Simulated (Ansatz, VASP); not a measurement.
## One calculation of MgH, two programs

```xyz
4
Lattice="3.3889 0.0000 0.0000 -1.6944 2.9349 0.0000 0.0000 0.0000 5.1590" Properties=species:S:1:pos:R:3 pbc="T T T"
Mg    0.0000    1.9566    1.2897
Mg    1.6944    0.9783    3.8692
H     0.0000    1.9566    3.8692
H     1.6944    0.9783    1.2897
```

Alike in both runs: functional PBE; k mesh 6 × 6 × 4; occupations gaussian, width 0.1 eV; no spin polarisation.

Ansatz relaxed the structure, and its values are those at the end. VASP's run is a single point on that final structure, the one shown.

|  | VASP | Ansatz |
| --- | --- | --- |
| version | VASP 6.6.1 | Ansatz 0.2.0 |
| potentials or method | VASP PAW PBE potentials, release 64 (Mg, H) | scalar-relativistic, plane waves, PAW |
| plane-wave cutoff (eV) | 520 | 420 |
| valence electrons in the cell | 6 | 22 |

VASP gave:

```
gap on the k mesh at the Fermi level (eV) : none
pressure (GPa)                            : -0.1
```

Task: Estimate Ansatz's values.

Result: gap on the k mesh at the Fermi level (eV): none; pressure (GPa): 0.1.

A gap of «none» marks a metal or a gap that the smearing closes. The two sets of potentials don't hold the same shells in valence.
